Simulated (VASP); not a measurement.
BaTiO3, 5 atoms in the cell. The structure is cubic, space group Pm-3m (No. 221). Conventional cell: a = 4.006 Å, b = 4.006 Å, c = 4.006 Å, α = 90.00°, β = 90.00°, γ = 90.00°. Ba (site symmetry m-3m) is surrounded by 12 O at 2.83 Å. Around Ti (site symmetry m-3m) lie 6 O at 2.00 Å. O (site symmetry 4/mmm) is surrounded by 2 Ti at 2.00 Å. 

* Program: VASP 6.6.1
* Task: single point
* Functional: PBE
* Potentials or basis: VASP PAW PBE potentials, release 64 (Ba_sv, Ti_sv, O)
* Cutoff: 900 eV
* k mesh: 8 × 8 × 8
* Occupations: gaussian, width 0.05 eV
* Spin: no spin polarisation
* Further INCAR settings: ADDGRID = False; ALGO = Normal; EDIFF = 1e-08; NBANDS = 28

Potentials or basis: VASP PAW PBE potentials, release 64 (Ba_sv, Ti_sv, O).

The run is started by

```bash
$ cat potpaw_PBE.64/Ba_sv/POTCAR potpaw_PBE.64/Ti_sv/POTCAR potpaw_PBE.64/O/POTCAR > POTCAR
$ mpirun -np 1 vasp_std > vasp.out
```

Hardware: 1 thread of Intel(R) Xeon(R) 6975P-C (Granite Rapids), on a shared host.

Question: Estimate the wall time of this run.

Answer: Wall time 80 s on 1 thread of Intel(R) Xeon(R) 6975P-C (Granite Rapids), with other jobs on the host, peak memory 0.33 GiB. Counts: scf iterations 18, k points 35.
